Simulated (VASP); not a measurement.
Here is a VASP 6.6.1 calculation.

File INCAR:

```
PREC = Accurate ; ENCUT = 600
EDIFF = 1E-7 ; ISMEAR = -1
SIGMA = 0.05 ; LREAL = F
LASPH = T ; NELM = 80
ALGO = Fast ; ISIF = 3
LWAVE = F ; LCHARG = F
GGA = RP ; IBRION = 2
NSW = 60 ; EDIFFG = -0.005
```

KPOINTS

```
Automatic mesh
0
Gamma
  8 8 8
```

The input POSCAR:

```
InPd
1.0
    0.0000000000      2.7460700000      2.7460700000
    2.7460700000      0.0000000000      2.7460700000
    2.7460700000      2.7460700000      0.0000000000
In Pd
1 1
Direct
    0.0000000000      0.0000000000      0.0000000000
    0.5000000000      0.5000000000      0.5000000000
```

Potentials or basis: VASP PAW PBE potentials, release 64 (In_d, Pd).

The run is started by

```console
$ cat potpaw_PBE.64/In_d/POTCAR potpaw_PBE.64/Pd/POTCAR > POTCAR
$ mpirun -np 1 vasp_std > vasp.out
```

(1) What does it give for the relaxed volume?

(2) Predict the band gap on the k mesh.

## Answers

(1) 21.49 Å³/atom.

(2) none (metal or under the smearing width).

Caveat: the PAW data sets were made with another functional, which shifts forces and pressure a little.
